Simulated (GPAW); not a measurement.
The system is KBr.

```
Br K
1.0
     0.00000    3.30000    3.30000
     3.30000    0.00000    3.30000
     3.30000    3.30000    0.00000
Br K
1 1
Direct
  0.50000 0.50000 0.50000
  0.00000 0.00000 0.00000
```

| Property | Result |
| --- | --- |
| Program | GPAW 26.7.0 |
| Task | relaxation of cell and atoms |
| Functional | PBEsol |
| Dispersion | D3(BJ)+ATM |
| Potentials or basis | PAW data sets generated in the run's folder for this functional |
| Cutoff | 600 eV |
| Basis | pw |
| k mesh | 7 × 7 × 7 |
| Occupations | fermi-dirac, width 0.05 eV |
| Spin | no spin polarisation |

At the start: pressure -1.2 GPa; volume 35.94 Å³/atom.

**Question.** How do energy, volume and symmetry change on relaxing?

**Answer.** Over 4 steps the energy falls by 11.0 meV/atom and the volume is 33.21 Å³/atom (-7.6 %); space group Fm-3m (No. 225, to 0.05 Å).

Step by step:
| step | energy change (eV) | largest force (eV/Å) | pressure (GPa) | volume (Å³) |
| --- | --- | --- | --- | --- |
| 1 | 0.0000 | 0.0000 | -1.20 | 71.87 |
| 2 | -0.0030 | 0.0000 | -1.13 | 71.46 |
| 3 | -0.0216 | 0.0000 | 0.18 | 65.70 |
| 4 | -0.0220 | 0.0000 | -0.02 | 66.41 |

Final structure:
```xyz
2
Lattice="0.0000 3.2142 3.2142 3.2142 0.0000 3.2142 3.2142 3.2142 0.0000" Properties=species:S:1:pos:R:3 pbc="T T T"
Br    3.2142    3.2142    3.2142
K     0.0000    0.0000    0.0000
```

Caveat: later steps reuse the first step's grids.
